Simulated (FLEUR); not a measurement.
## Fe under changes of volume

One of the cells (11.435 Å³/atom); the others are scaled copies at fixed shape and fractional positions:

```
Fe
1.0
     0.00000    1.94174    1.96511
     1.49844    0.00000    1.96511
     1.49844    1.94174    0.00000
Fe
1
Direct
  0.00000 0.00000 0.00000
```

```yaml
Program: FLEUR MaX-R8.1 (later development tree)
Functional: r2SCAN
Potentials_or_basis: all-electron
Basis: FLAPW
Kmax: 4.67 1/bohr
k_mesh: 13 × 13 × 13
Occupations: fermi-dirac, width 0.05 eV
Spin: collinear spin, ferromagnetic start
Starting_moments: "[3.0] μB"
```

```csv
volume (Å³/atom),energy over the lowest point (meV/atom),moment (μB per cell)
10.749,65.55,2.58
10.978,38.63,2.61
11.435,7.25,2.64
11.893,0.00,2.67
12.121,?,?
```

Question: What does the run at 12.121 Å³/atom give?

Answer: Energy over the lowest point 4.39 meV/atom; moment 2.68 μB per cell.

Worked out: A Birch-Murnaghan fit of order 2 (a polynomial in V^(-2/3)) to the other rows has its minimum at 11.81 Å³/atom with B0 = V·E''(V) = 189 GPa at fixed shape and positions, which overstates the stiffness. It gives 4.29 meV/atom at 12.121 Å³/atom, against the run's 4.39. A straight line through the other rows of the moment, of slope 0.0756 μB per Å³/atom, extrapolates to 2.69 μB, against the run's 2.68.

Energies are extrapolated to zero smearing.

Caveats: the meta-GGA is that of a development version, with a GGA for the radial functions and cores and without core tails.
